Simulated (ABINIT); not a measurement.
Crystal: GaN.

```
Ga N
1.0
     0.00000    2.25350    2.25350
     2.25350    0.00000    2.25350
     2.25350    2.25350    0.00000
Ga N
1 1
Direct
  0.00000 0.00000 0.00000
  0.25000 0.25000 0.25000
```

The cell is a database's computed one.

Program: ABINIT 10.8.3 (patched build). Alike in all runs: task single point; no spin polarisation; cell as given; smearing fermi-dirac 0.05 eV.

Task: Order these runs on this cell by their band gap on the k mesh, lowest first.
A. level PBE-EpsX; potentials or basis SPMS NC PBE v1.0; k mesh 6 × 6 × 6; cutoff (eV) 952; most SCF steps 60; thinning of the exchange mesh (fockdownsampling) 2 × 2 × 2; dielectric constant that sets the share 5.9605
B. level PBE0; potentials or basis SPMS NC PBE v1.0; k mesh 6 × 6 × 6; cutoff (eV) 952; share of exact exchange 0.35; most SCF steps 60; thinning of the exchange mesh (fockdownsampling) 2 × 2 × 2
C. level PBE0; potentials or basis SPMS NC PBE v1.0; k mesh 6 × 6 × 6; cutoff (eV) 952; share of exact exchange 0.25; most SCF steps 60; thinning of the exchange mesh (fockdownsampling) 2 × 2 × 2
D. level PBE0; potentials or basis SPMS NC PBE v1.0; k mesh 6 × 6 × 6; cutoff (eV) 952; share of exact exchange 0.05; most SCF steps 60; thinning of the exchange mesh (fockdownsampling) 2 × 2 × 2
E. level PBE; potentials or basis PseudoDojo NC SR PBE v0.4.1 standard; k mesh 8 × 8 × 8; cutoff (eV) 1088

Result: E (1.76 eV), D (2.15 eV), A (3.08 eV), C (3.74 eV), B (4.55 eV).

Caveats: exact exchange is summed on a coarse mesh, which widens gaps by tenths of an eV (some runs).
